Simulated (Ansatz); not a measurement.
Runs of Ansatz 0.2.0 on As. Symmetry: Pm-3m, No. 221, cubic system. Conventional cell: a = 2.704 Å, b = 2.704 Å, c = 2.704 Å, α = 90.00°, β = 90.00°, γ = 90.00°. As (site symmetry m-3m) has 6 As at 2.70 Å as nearest neighbours. This isn't the form of As at room conditions, which is rhombohedral.

```csv
task,level,cell,k mesh,atoms under strain,gap on the mesh (eV),pressure (GPa),relaxed volume (Å³/atom)
relaxation of cell and atoms,RPBE+D4,relaxed,10 × 10 × 10,-,none,0.0,(a)
relaxation of cell and atoms,BLYP+D4,relaxed,10 × 10 × 10,-,none,0.0,20.05
relaxation of cell and atoms,revPBE+D3(BJ),relaxed,10 × 10 × 10,-,none,0.0,18.88
elastic constants,LDA,as given,7 × 7 × 7,relaxed,none,-2.9,-
relaxation of cell and atoms,revPBE+D4,relaxed,10 × 10 × 10,-,none,0.0,18.99
phonons,LDA,as given,7 × 7 × 7,-,none,-,-
relaxation of cell and atoms,BLYP+D3(BJ),relaxed,10 × 10 × 10,-,none,0.0,(b)
```

Alike in all rows: potentials or basis Ansatz PAW; no spin polarisation; cutoff (eV) 420; smearing fermi-dirac 0.05 eV.

Task: Estimate the missing entries.

Result: (a) 18.84; (b) 19.81.

Caveats: the PAW data sets come from PBE, with cores solved anew for the run's functional, which leaves a small shift of forces and pressure; the plane-wave basis is chosen anew once the cell has moved, so the energies of steps on either side of that aren't comparable (some runs); pairwise dispersion overbinds metals, which lowers pressure and volume (some runs); elastic constants of metals need much finer meshes, so these are rough (some runs).

A k mesh can miss the band edges, and the runs leave out spin-orbit coupling on As.

A gap of «none» marks a metal or a gap under the smearing width.

Runs at the PBE level aren't shown here.
